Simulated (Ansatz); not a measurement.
# Pd in Ansatz: the effect of functional

Crystal: Pd.

```xyz
2
Lattice="2.7650 0.0000 0.0000 -1.3825 2.3945 0.0000 0.0000 0.0000 4.5978" Properties=species:S:1:pos:R:3 pbc="T T T"
Pd    0.0000    1.5964    1.1495
Pd    1.3825    0.7982    3.4484
```

This isn't the form of Pd at room conditions, which is fcc.

The cell isn't the ideal one: volume scaled by 0.98.

Alike in all runs:

```yaml
Program: Ansatz 0.2.0
Task: single point
Potentials_or_basis: Ansatz PAW
k_mesh: 11 × 11 × 6
Occupations: fermi-dirac, width 0.05 eV
Spin: no spin polarisation
```

```tsv
functional	cutoff	pressure (GPa)
LDA	420 eV (not typed: the program's choice for these potentials)	-12.8
PBEsol	420 eV (not typed: the program's choice for these potentials)	-7.3
r2SCAN	500 eV (not typed: the program's choice for these potentials)	?
```

Q: What does the run with functional r2SCAN give?

A: Pressure -2.5 GPa.

Caveats: the PAW data sets come from PBE, with cores solved anew for the run's functional, which leaves a small shift of forces and pressure.
